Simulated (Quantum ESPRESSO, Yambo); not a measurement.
**GaN (honeycomb monolayer): G0W0 in Yambo against the bands**

Aim: move the bands of a G0W0 run on GaN (honeycomb monolayer) over a wide range.

Main program and level: Yambo 5.3.0; PBE and many-body steps on it, plane waves.

## (1) The starting structure

The cell holds 2 atoms: 1 Ga and 1 N. Its edges and angles: a = 3.214 Å, b = 3.214 Å, c = 14.000 Å, α = 90.0°, β = 90.0°, γ = 120.0°. It derives from  ([{'formula': 'GaN', 'spacegroup': 194, 'source': 'prototype of the bulk crystal'}, {'formula': 'GaN', 'spacegroup': 186, 'source': 'prototype of the bulk crystal'}, {'formula': 'GaN', 'spacegroup': 216, 'source': 'prototype of the bulk crystal'}]). Vacuum lies along c.

As a file:

```xyz
2
Lattice="3.2137 0.0000 0.0000 -1.6069 2.7832 0.0000 0.0000 0.0000 14.0000" Properties=species:S:1:pos:R:3
Ga    0.0000    1.8555    7.0006
N     1.6069    0.9277    6.9994
```

The structure was relaxed with PBE. The runs that relaxed it are not among those shown.

## (2) 27 bands

This step: Yambo 5.3.0; G0W0 on PBE, plane waves, norm-conserving pseudopotentials.

G0W0 replaces the xc potential by the self-energy, built once from these orbitals. Only a window of levels is corrected, while the sums run over the empty bands that the input names.

Input file gw1.in:

```
HF_and_locXC
gw0
dyson
ppa
em1d
rim_cut
rim_w
RandQpts= 3000000
RandGvec= 100 RL
CUTGeo= "slab z"
RandGvecW= 9 RL
EXXRLvcs= 104 Ry
VXCRLvcs= 416 Ry
Chimod= "HARTREE"
% BndsRnXp
 1 | 27 |
%
NGsBlkXp= 6 Ry
% LongDrXp
 1 | 1 | 0 |
%
% GbndRnge
 1 | 27 |
%
DysSolver= "n"
ExtendOut
PPAPntXp= 27.21138 eV
% QPkrange
 12 | 12 | 12 | 15 |
 1 | 1 | 12 | 15 |
%
```

Started as:

```
> OMP_NUM_THREADS=2 mpirun -n 4 yambo -F gw1.in -J gw1 -C gw1 > gw1.log
```

Output:

```text
 Yambo, version 5.3.0

 [02] CORE Variables Setup
 =========================

  [... cell, symmetries and grids as in the set-up ...]

  [02.05] Energies & Occupations
  ==============================

  [X] === General ===
  [X] Electronic Temperature                        :  0.000000  0.000000 [eV K]
  [X] Bosonic    Temperature                        :  0.000000  0.000000 [eV K]
  [X] Finite Temperature mode                       : no
  [X] El. density                                   :  0.20763E+24 [cm-3]
  [X] Fermi Level                                   : -2.261717 [eV]

  [X] === Gaps and Widths ===
  [X] Conduction Band Min                           :  2.161126 [eV]
  [X] Valence Band Max                              :  0.000000 [eV]
  [X] Filled Bands                                  :  13
  [X] Empty Bands                                   :   14  255
  [X] Direct Gap                                    :  2.483804 [eV]
  [X] Direct Gap localized at k                     :  1
  [X] Indirect Gap                                  :  2.161126 [eV]
  [X] Indirect Gap between kpts                     :  12   1
  [X] Last valence band width                       :  1.344844 [eV]
  [X] 1st conduction band width                     :  3.099752 [eV]

 [03] Transferred momenta grid and indexing
 ==========================================

 IBZ Q-points                                      :  12
 BZ  Q-points                                      :   81

 K/Q-points units:
 rlu = crystal or reduced units; cc = cartesian coordinates; iku = interal k-units

 Q [ 1]         [rlu]:  0.000000  0.000000  0.000000
 Q [ 2]         [rlu]:  0.77524E-17  0.11111       0.0000
 Q [ 3]         [rlu]:  0.15505E-16  0.22222       0.0000
 Q [ 4]         [rlu]:  0.23257E-16  0.33333       0.0000
 Q [ 5]         [rlu]:  0.31009E-16  0.44444       0.0000
 Q [ 6]         [rlu]:  0.111111  0.111111  0.000000
 Q [ 7]         [rlu]:  0.111111  0.222222  0.000000
 Q [ 8]         [rlu]:  0.111111  0.333333  0.000000
 Q [ 9]         [rlu]:  0.111111  0.444444  0.000000
 Q [10]         [rlu]:  0.222222  0.222222  0.000000
 Q [11]         [rlu]:  0.222222  0.333333  0.000000
 Q [12]         [rlu]:  0.333333  0.333333  0.000000

 [04] Coloumb potential Random Integration (RIM)
 ===============================================

 Performing RIM of v_slab

  [04.01] RIM initialization
  ==========================

  * Diagonal components only detected *

  8 x (sBL volume)        :  0.028991 [a.u.]
  sBZ random points       :  3000000
  Points outside the sBZ  :  24000829
  RL volume               :  0.293538 [a.u.]
  Integrated volume       :  0.293528 [a.u.]

  [04.02] RIM integrals
  =====================

  Gamma point sphere radius             :  0.031168 [a.u.]
  Points outside the sphere             :  2398884
  [Int_sBZ(q=0) 1/q^2]*(Vol_sBZ)^(-1/3) =:  7.241176
                                 should be <:  7.795600

  Summary of Coulomb integrals for non-metallic bands |Q|[au] RIM/Bare

  Q [1] 0.100000E-4 0.928880 * Q [2] 0.132739 0.898976
  Q [6] 0.229910 0.987561 * Q [3] 0.265478 0.998838
  Q [7] 0.351194 1.008689 * Q [4] 0.398216 1.009571
  Q [10] 0.459821 1.008976 * Q [8] 0.478596 1.008693
  Q [5] 0.530955 1.007716 * Q [11] 0.578595 1.006767
  Q [9] 0.608285 1.006258 * Q [12] 0.689731 1.004985
  Non-periodic chartesian directions : none
  Optical renormalization            :  26.45617 [au]
  Polarizability dimension           : length

 [05] Coloumb potential CutOffslab
 =================================

 Cut directionsZ
 Slab Cutoff:Z
 Symmetry test passed : yes

 [06] Dipoles
 ============

  [06.01] Setup: observables and procedures
  =========================================

 [07] Dynamic Dielectric Matrix (PPA)
 ====================================

 [WR./gw1//ndb.pp]---------------------------------------------------------------
  Brillouin Zone Q/K grids (IBZ/BZ)                :   12   81   12   81
  RL vectors                                       :  18211 [WF]
[...]
<13|nlXC|13> = -22.86313  0.35058E-17 <13|lXC|13> = -19.30441  0.000000
 <14|nlXC|14> = -7.644917 -0.13141E-17 <14|lXC|14> = -11.29833  0.000000
 <15|nlXC|15> = -2.402754 -0.71855E-18 <15|lXC|15> = -4.591219  0.000000

  Corrections @ K [12] :  [eV]
 <12|nlXC|12> = -19.52949 -0.45493E-17 <12|lXC|12> = -14.71134  0.94408E-16
 <13|nlXC|13> = -20.24977 -0.16998E-16 <13|lXC|13> = -16.34786  0.18882E-15
 <14|nlXC|14> = -4.763776 -0.15956E-17 <14|lXC|14> = -9.160086 -0.28323E-15
 <15|nlXC|15> = -8.516405 -0.24509E-18 <15|lXC|15> = -14.31518 -0.94408E-16

  [08.01] Hartree-Fock occupations report
  =======================================

  [Hartree-Fock] === General ===
  [Hartree-Fock] Electronic Temperature             :  0.000000  0.000000 [eV K]
  [Hartree-Fock] Bosonic    Temperature             :  0.000000  0.000000 [eV K]
  [Hartree-Fock] Finite Temperature mode            : no
  [Hartree-Fock] El. density                        :  0.20763E+24 [cm-3]
  [Hartree-Fock] Fermi Level                        : -2.261717 [eV]

  [Hartree-Fock] === Gaps and Widths ===
  [Hartree-Fock] Conduction Band Min                :  2.872162 [eV]
  [Hartree-Fock] Valence Band Max                   : -0.183529 [eV]
  [Hartree-Fock] Filled Bands                       :  13
  [Hartree-Fock] Empty Bands                        :   14  255
  [Hartree-Fock] Direct Gap                         :  3.437027 [eV]
  [Hartree-Fock] Direct Gap localized at k          :  2
  [Hartree-Fock] Indirect Gap                       :  3.055690 [eV]
  [Hartree-Fock] Indirect Gap between kpts          :  11   2
  [Hartree-Fock] Last valence band width            :  3.718378 [eV]
  [Hartree-Fock] 1st conduction band width          :  6.601744 [eV]

 [09] Dyson equation: Newton solver
 ==================================

  [09.01] RIM-W interpolation
  ===========================

  [WARNING] RIM-W works only for 2D semiconductors with slab cutoff
  Found compatible q grid: 2D
  q_min[ 1 ]:  0.11111      0.34872E-11   0.0000     [rlu]
   0.111111  0.055556  0.000000 [iku]
  q_min[ 2 ]:  0.77524E-17  0.11111       0.0000     [rlu]
  -0.79845E-11  0.11111       0.0000     [iku]
  G-vectors :   9
  G-vectors loaded:   61
  Number of interpolated frequencies:  2

  Evaluating coefficients q = 0
  Evaluating coefficients q = 0

  [09.02] RIM-W integrals
  =======================

  8 x (sBL volume)        :  0.028991 [a.u.]
  sBZ random points       :  3000000
  Points outside the sBZ  :  24000829
  RL volume               :  0.293538 [a.u.]
  Integrated volume       :  0.293528 [a.u.]

  [09.03] RIM integrals
  =====================

  Comparison between head Wc = W - v averages: < Wc > [au] RIM-W/RIM

   < -Wc [Q = 1] > 0.126183E-1 0.863314E-5 * < -Wc [Q = 2] > 0.003377 0.003271
   < -Wc [Q = 3] > 0.715877E-3 0.704130E-3 * < -Wc [Q = 4] > 0.246466E-3 0.243561E-3
   < -Wc [Q = 5] > 0.108362E-3 0.107451E-3 * < -Wc [Q = 6] > 0.001021 0.001002
   < -Wc [Q = 7] > 0.348969E-3 0.344782E-3 * < -Wc [Q = 8] > 0.148175E-3 0.146971E-3
   < -Wc [Q = 9] > 0.726984E-4 0.722622E-4 * < -Wc [Q = 10] > 0.167647E-3 0.166400E-3
   < -Wc [Q = 11] > 0.863006E-4 0.858746E-4 * < -Wc [Q = 12] > 0.507114E-4 0.505508E-4

  Comparison between head Wc = W - v averages: < Wc > [au] RIM-W/RIM

   < -Wc [G = 1,G`=0] > 0.126183E-1 0.863314E-5 * < -Wc [G = 2,G`=0] >-0.952548E-3  0.00000
   < -Wc [G = 3,G`=0] >-0.952548E-3  0.00000 * < -Wc [G = 4,G`=0] > 0.571098E-4  0.00000
   < -Wc [G = 5,G`=0] > 0.571098E-4  0.00000 * < -Wc [G = 6,G`=0] >-0.380607E-4  0.00000
   < -Wc [G = 7,G`=0] >-0.380607E-4  0.00000 * < -Wc [G = 8,G`=0] > 0.265797E-5  0.00000
   < -Wc [G = 9,G`=0] > 0.265797E-5  0.00000

 [10] G0W0 (W PPA)
 =================

 [  GW  ] Bands range     :   1  27
 [GW/PPA] G damping       :  0.100000 [eV]

 QP @ state[ 1 ] K range:  1  1
 QP @ state[ 1 ] b range:  12  15
 QP @ state[ 2 ] K range:  12  12
 QP @ state[ 2 ] b range:  12  15

  Sc/G bands                                       :   1  27
  Sc/G damping                                     :  0.100000 ev
  Sc bands terminator                              : no
  Sx RL components                                 :  15037

  QP @ state[ 1 ] K range                          :  1  1
  QP @ state[ 1 ] b range                          :  12  15
  QP @ state[ 2 ] K range                          :  12  12
  QP @ state[ 2 ] b range                          :  12  15
  GF energies kind                                 : Perdew, Burke & Ernzerhof(X)+Perdew, Burke & Ernzerhof(C)
  GF WF`s kind                                     : Perdew, Burke & Ernzerhof(X)+Perdew, Burke & Ernzerhof(C)
  Xs energies kind                                 : Perdew, Burke & Ernzerhof(X)+Perdew, Burke & Ernzerhof(C)
  Xs WF`s kind                                     : Perdew, Burke & Ernzerhof(X)+Perdew, Burke & Ernzerhof(C)

 [14] Game Over & Game summary
```

It took 86 s on 4 MPI ranks of Arm Neoverse V1, shared host; peak memory 3.1 GiB.

Numbers from this step:

```
G0W0 gap on the points computed              : 4.170 eV
starting gap on the mesh                     : 2.161 eV
k of the valence top                         : 0.3333, 0.3333, 0
k of the conduction bottom                   : 0, 0, 0
least direct G0W0 gap on the computed points : 4.461 eV
Z at the valence top                         : 0.7674
Z at the conduction bottom                   : 0.8333
```

The gap on the mesh goes from 2.16 eV to 4.17 eV, a correction of +2.01 eV.

## (3) 43 bands

gw2.in, as its differences from gw1.in of step 2:

```diff
@@ -15,3 +15,3 @@
 % BndsRnXp
- 1 | 27 |
+ 1 | 43 |
 %
@@ -22,3 +22,3 @@
 % GbndRnge
- 1 | 27 |
+ 1 | 43 |
 %
```

Started as:

```
> OMP_NUM_THREADS=2 mpirun -n 4 yambo -F gw2.in -J gw2 -C gw2 > gw2.log
```

Output:

```text
 Yambo, version 5.3.0

 [02] CORE Variables Setup
 =========================

  [... cell, symmetries and grids as in the set-up ...]

  [02.05] Energies & Occupations
  ==============================

  [X] === General ===
  [X] Electronic Temperature                        :  0.000000  0.000000 [eV K]
  [X] Bosonic    Temperature                        :  0.000000  0.000000 [eV K]
  [X] Finite Temperature mode                       : no
  [X] El. density                                   :  0.20763E+24 [cm-3]
  [X] Fermi Level                                   : -2.261717 [eV]

  [X] === Gaps and Widths ===
  [X] Conduction Band Min                           :  2.161126 [eV]
  [X] Valence Band Max                              :  0.000000 [eV]
  [X] Filled Bands                                  :  13
  [X] Empty Bands                                   :   14  255
  [X] Direct Gap                                    :  2.483804 [eV]
  [X] Direct Gap localized at k                     :  1
  [X] Indirect Gap                                  :  2.161126 [eV]
  [X] Indirect Gap between kpts                     :  12   1
  [X] Last valence band width                       :  1.344844 [eV]
  [X] 1st conduction band width                     :  3.099752 [eV]

 [03] Transferred momenta grid and indexing
 ==========================================

 IBZ Q-points                                      :  12
 BZ  Q-points                                      :   81

 K/Q-points units:
 rlu = crystal or reduced units; cc = cartesian coordinates; iku = interal k-units

 Q [ 1]         [rlu]:  0.000000  0.000000  0.000000
 Q [ 2]         [rlu]:  0.77524E-17  0.11111       0.0000
 Q [ 3]         [rlu]:  0.15505E-16  0.22222       0.0000
[...]
< -Wc [Q = 1] > 0.127256E-1 0.872047E-5 * < -Wc [Q = 2] > 0.003407 0.003302
   < -Wc [Q = 3] > 0.727360E-3 0.715633E-3 * < -Wc [Q = 4] > 0.253304E-3 0.250391E-3
   < -Wc [Q = 5] > 0.113413E-3 0.112503E-3 * < -Wc [Q = 6] > 0.001035 0.001016
   < -Wc [Q = 7] > 0.356844E-3 0.352626E-3 * < -Wc [Q = 8] > 0.153702E-3 0.152484E-3
   < -Wc [Q = 9] > 0.770783E-4 0.766459E-4 * < -Wc [Q = 10] > 0.173335E-3 0.172061E-3
   < -Wc [Q = 11] > 0.907875E-4 0.903532E-4 * < -Wc [Q = 12] > 0.544463E-4 0.542895E-4

  Comparison between head Wc = W - v averages: < Wc > [au] RIM-W/RIM

   < -Wc [G = 1,G`=0] > 0.127256E-1 0.872047E-5 * < -Wc [G = 2,G`=0] >-0.956815E-3  0.00000
   < -Wc [G = 3,G`=0] >-0.956815E-3  0.00000 * < -Wc [G = 4,G`=0] > 0.558731E-4  0.00000
   < -Wc [G = 5,G`=0] > 0.558731E-4  0.00000 * < -Wc [G = 6,G`=0] >-0.332568E-4  0.00000
   < -Wc [G = 7,G`=0] >-0.332568E-4  0.00000 * < -Wc [G = 8,G`=0] > 0.127568E-5  0.00000
   < -Wc [G = 9,G`=0] > 0.127568E-5  0.00000

 [10] G0W0 (W PPA)
 =================

 [  GW  ] Bands range     :    1   43
 [GW/PPA] G damping       :  0.100000 [eV]

 QP @ state[ 1 ] K range:  1  1
 QP @ state[ 1 ] b range:  12  15
 QP @ state[ 2 ] K range:  12  12
 QP @ state[ 2 ] b range:  12  15

  Sc/G bands                                       :    1   43
  Sc/G damping                                     :  0.100000 ev
  Sc bands terminator                              : no
  Sx RL components                                 :  15037

  QP @ state[ 1 ] K range                          :  1  1
  QP @ state[ 1 ] b range                          :  12  15
  QP @ state[ 2 ] K range                          :  12  12
  QP @ state[ 2 ] b range                          :  12  15
  GF energies kind                                 : Perdew, Burke & Ernzerhof(X)+Perdew, Burke & Ernzerhof(C)
  GF WF`s kind                                     : Perdew, Burke & Ernzerhof(X)+Perdew, Burke & Ernzerhof(C)
  Xs energies kind                                 : Perdew, Burke & Ernzerhof(X)+Perdew, Burke & Ernzerhof(C)
  Xs WF`s kind                                     : Perdew, Burke & Ernzerhof(X)+Perdew, Burke & Ernzerhof(C)

 [14] Game Over & Game summary
```

Run time: 2 min. Hardware: 4 MPI ranks; peak memory 3.2 GiB; 12 min of CPU time.

This step gave:

* G0W0 gap on the points computed: 4.091 eV
* starting gap on the mesh: 2.161 eV
* k of the valence top: 0.3333, 0.3333, 0
* k of the conduction bottom: 0, 0, 0
* least direct G0W0 gap on the computed points: 4.316 eV
* Z at the valence top: 0.7707
* Z at the conduction bottom: 0.8324

Against the run before, the gap moves by −0.078 eV.

## (4) 74 bands

gw3.in, as its differences from gw2.in of step 3:

```diff
@@ -15,3 +15,3 @@
 % BndsRnXp
- 1 | 43 |
+ 1 | 74 |
 %
@@ -22,3 +22,3 @@
 % GbndRnge
- 1 | 43 |
+ 1 | 74 |
 %
```

Started as:

```
> OMP_NUM_THREADS=2 mpirun -n 4 yambo -F gw3.in -J gw3 -C gw3 > gw3.log
```

Output:

```text
 Yambo, version 5.3.0

 [02] CORE Variables Setup
 =========================

  [... cell, symmetries and grids as in the set-up ...]

  [02.05] Energies & Occupations
  ==============================

  [X] === General ===
  [X] Electronic Temperature                        :  0.000000  0.000000 [eV K]
  [X] Bosonic    Temperature                        :  0.000000  0.000000 [eV K]
  [X] Finite Temperature mode                       : no
  [X] El. density                                   :  0.20763E+24 [cm-3]
[...]
QP @ state[ 1 ] b range                          :  12  15
  QP @ state[ 2 ] K range                          :  12  12
  QP @ state[ 2 ] b range                          :  12  15
  GF energies kind                                 : Perdew, Burke & Ernzerhof(X)+Perdew, Burke & Ernzerhof(C)
  GF WF`s kind                                     : Perdew, Burke & Ernzerhof(X)+Perdew, Burke & Ernzerhof(C)
  Xs energies kind                                 : Perdew, Burke & Ernzerhof(X)+Perdew, Burke & Ernzerhof(C)
  Xs WF`s kind                                     : Perdew, Burke & Ernzerhof(X)+Perdew, Burke & Ernzerhof(C)

 [14] Game Over & Game summary
```

Run time: 3.2 min. Hardware: 4 MPI ranks; peak memory 3.2 GiB.

This step gave:

```
G0W0 gap on the points computed              : 4.082 eV
starting gap on the mesh                     : 2.161 eV
k of the valence top                         : 0.3333, 0.3333, 0
k of the conduction bottom                   : 0, 0, 0
least direct G0W0 gap on the computed points : 4.300 eV
```

Against the run before, the gap moves by −0.009 eV.

(Part 1 of 2 ends here.)

[Paths, hosts, dates, memory and timing lines, banners, echoed tables and standing remarks are left out of the program output.]

[Logs are printed without paths, hosts, clocks, repeated set-up lines and the standing remarks that a program may print on its own settings, such as how far it seeks lower states.]

[Runs of the session that timed out or met a known fault of the program may be left out.]

[Hosts, paths, dates, database ids (printed as entryN), source tags and the programs' standing remarks are cut or masked in the printed files.]
